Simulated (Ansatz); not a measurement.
# Ge: the cost of one run

Computed with Ansatz 0.2.0 (DFT PBE, scalar-relativistic, plane waves, PAW, unless a step's input says otherwise).

**1. Starting point**

Symmetry: Cmmm, No. 65, orthorhombic system. Conventional cell: a = 6.587 Å, b = 13.575 Å, c = 3.892 Å, α = 90.00°, β = 90.00°, γ = 90.00°. Around Ge (site symmetry m) lie 4 Ge at 2.37 to 2.44 Å. Ge (site symmetry m) is surrounded by 4 Ge at 2.37 to 2.43 Å.

Coordinates:

```
Ge
1.0
     3.29332   -6.78732    0.00000
     3.29332    6.78732    0.00000
     0.00000    0.00000    3.89180
Ge
8
Cartesian
  2.0735 2.2614 0.0000
  4.5132 -2.2614 0.0000
  4.5132 2.2614 0.0000
  2.0735 -2.2614 0.0000
  5.3718 -1.2105 1.9459
  1.2149 1.2105 1.9459
  1.2149 -1.2105 1.9459
  5.3718 1.2105 1.9459
```

A structure generator made this guess: 4-connected net of one element (Cmmm, No. 65). Its size is a rough estimate.

**2. Probe: one point on a coarse mesh**

input.yaml reads:

```yaml
crystal:
  lattice:
    - [3.29332323, -6.78732306, 0.0]
    - [3.29332323, 6.78732306, 0.0]
    - [0.0, 0.0, 3.89179944]
  atoms:
    - { symbol: Ge, position: [0.14821511, 0.48139077, 0.0] }
    - { symbol: Ge, position: [0.85178489, 0.51860923, 0.0] }
    - { symbol: Ge, position: [0.51860923, 0.85178489, 0.0] }
    - { symbol: Ge, position: [0.48139077, 0.14821511, 0.0] }
    - { symbol: Ge, position: [0.90472909, 0.72637499, 0.5] }
    - { symbol: Ge, position: [0.09527091, 0.27362501, 0.5] }
    - { symbol: Ge, position: [0.27362501, 0.09527091, 0.5] }
    - { symbol: Ge, position: [0.72637499, 0.90472909, 0.5] }
basis:
  ecutwfc: 420
kpoints:
  mp_grid: { grid: [4, 4, 4] }
hamiltonian:
  xc: pbe
scf:
  occupations: { method: gaussian, width: 0.1 }
  lower_state_search: "off"
output:
  forces: true
  stress: true
  eigenvalues: true
```

The run is started by

```sh
$ ansatz run input.yaml --threads 1 --pin off --max-ram 2560MiB --backend cpu --events-out ev --progress --plain --runs-dir out
```

**Question.** How long does this run take on 1 thread of Arm Neoverse V1, shared host, and how much memory does it need?

About 16 s, with a peak of 0.5 GiB.
